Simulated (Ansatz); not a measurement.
Starting structure of a cell relaxation (symmetry kept):

```
Si Ni
1.0
     4.46894    0.00000    0.00000
     0.00000    4.46894    0.00000
     0.00000    0.00000    4.46894
Si Ni
4 4
Direct
  0.84627 0.84627 0.84627
  0.65373 0.15373 0.34627
  0.34627 0.65373 0.15373
  0.15373 0.34627 0.65373
  0.14883 0.14883 0.14883
  0.35117 0.85117 0.64883
  0.64883 0.35117 0.85117
  0.85117 0.64883 0.35117
```

Computed with DFT PBEsol, scalar-relativistic, plane waves, PAW (Ansatz 0.2.0).

Settings: cutoff 420 eV, Γ-centred mesh 8×8×8 on the computed 8-atom cell, Gaussian smearing of 0.10 eV; no spin polarisation.

Question: What does it relax to?

Answer: The volume goes down by 0.01 Å³/atom to 11.15 Å³/atom, and the energy changes by under 0.1 meV/atom. Final structure:
```xyz
8
Lattice="4.4680 0.0000 0.0000 0.0000 4.4680 0.0000 0.0000 0.0000 4.4680" Properties=species:S:1:pos:R:3 pbc="T T T"
Si    3.7820    3.7820    3.7820
Si    2.9200    0.6860    1.5480
Si    1.5480    2.9200    0.6860
Si    0.6860    1.5480    2.9200
Ni    0.6657    0.6657    0.6657
Ni    1.5683    3.8023    2.8997
Ni    2.8997    1.5683    3.8023
Ni    3.8023    2.8997    1.5683
```

Course of the relaxation (steps run on the plane waves of an earlier cell, and the basis is chosen afresh near the end, so energy and pressure can step there; trial steps that raised the energy were taken back; energies are free energies):

```
step largest force component (eV/Å) P (GPa) V (Å³/atom)
   1                           0.008    -0.11        11.16
   2                           0.006    -0.05        11.15
   3                           0.002     0.01        11.15
   4                           0.002     0.01        11.15
```